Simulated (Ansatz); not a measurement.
This cell of BeO (wurtzite) is off equilibrium:

```yaml
crystal:
  lattice:
    - [2.71181, 0.00000, 0.00000]
    - [-1.35591, 2.34850, 0.00000]
    - [0.00000, 0.00000, 4.40456]
  atoms:
    - { symbol: Be, position: [0.66667, 0.33333, 0.00149] }
    - { symbol: Be, position: [0.33333, 0.66667, 0.50149] }
    - { symbol: O, position: [0.66667, 0.33333, 0.62371] }
    - { symbol: O, position: [0.33333, 0.66667, 0.16912] }
```

Method: PBE (plane waves to 420 eV, PAW, scalar-relativistic; Ansatz, a program for electronic structure). k mesh 11×11×6 (Γ-centred), Fermi-Dirac smearing 0.05 eV. Energies are smeared free energies. Compression counts positive. BeO was relaxed with its symmetry unable to fall.

**Question.** Predict the force on every atom, in eV/Å.

**Answer.** 
| atom | Fx | Fy | Fz |
|---|---|---|---|
| Be1 | 0.000 | 0.000 | 1.197 |
| Be2 | 0.000 | 0.000 | 2.141 |
| O3 | 0.000 | 0.000 | 2.008 |
| O4 | 0.000 | 0.000 | -5.346 |

**Question.** Give the stress tensor in GPa and the pressure.

**Answer.** 
```
   -0.2      0.0      0.0
    0.0     -0.2      0.0
    0.0      0.0     14.3
```
The pressure, a third of the trace, is 4.6 GPa.

**Question.** In it atom 4 sits (0.000, 0.000, 0.200) Å away from its relaxed site. What is its energy relative to the relaxed cell?

**Answer.** 478 meV/cell.

(A displaced cell: forces are minus the slopes of the energy, force constants its curvatures, and phonons follow from these.)
